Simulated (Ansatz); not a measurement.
Bi:

```xyz
2
Lattice="3.4886 -3.1326 0.0000 3.4886 3.1326 0.0000 -1.2602 0.0000 3.1136" Properties=species:S:1:pos:R:3 pbc="T T T"
Bi    4.1738    0.0000    2.6695
Bi    1.5432    0.0000    0.4440
```

This isn't the form of Bi at room conditions, which is rhombohedral.

| Property | Result |
| --- | --- |
| Program | Ansatz 0.2.0 |
| Task | relaxation of cell and atoms |
| Functional | PBE0 |
| Potentials or basis | Ansatz PAW |
| Cutoff | 420 eV (not typed: the program's choice for these potentials) |
| k mesh | 3 × 3 × 5 |
| Occupations | fermi-dirac, width 0.05 eV |
| Spin | no spin polarisation |

At the start: volume 34.03 Å³/atom.

Q: How do energy, volume and symmetry change on relaxing?

A: It ends after 5 steps and the volume is 33.24 Å³/atom (-2.3 %); space group C2/m (No. 12, to 0.05 Å).

Step by step:
| step | energy change (eV) | largest force (eV/Å) | volume (Å³) |
| --- | --- | --- | --- |
| 1 | 0.0000 | 0.4220 | 68.05 |
| 2 | -0.0914 | 0.1464 | 64.37 |
| 3 | -0.1036 | 0.0893 | 66.51 |
| 4 | -0.1047 | 0.0053 | 66.48 |
| 5 | -0.1044 | 0.0053 | 66.48 |

Final structure:
```yaml
crystal:
  lattice:
    - [3.47155, -3.08635, -0.12175]
    - [3.47155, 3.08635, -0.12175]
    - [-1.36274, 0.00000, 3.15004]
  atoms:
    - { symbol: Bi, position: [0.76491, 0.76491, 0.88757] }
    - { symbol: Bi, position: [0.23509, 0.23509, 0.11243] }
```

Caveat: the k mesh is coarse (spacing up to 0.47 Å⁻¹), so the values aren't converged, least of all with exact exchange; the plane-wave basis is chosen anew once the cell has moved, so the energies of steps on either side of that aren't comparable; the PAW data sets come from PBE, with cores solved anew for the run's functional, which leaves a small shift of forces and pressure.
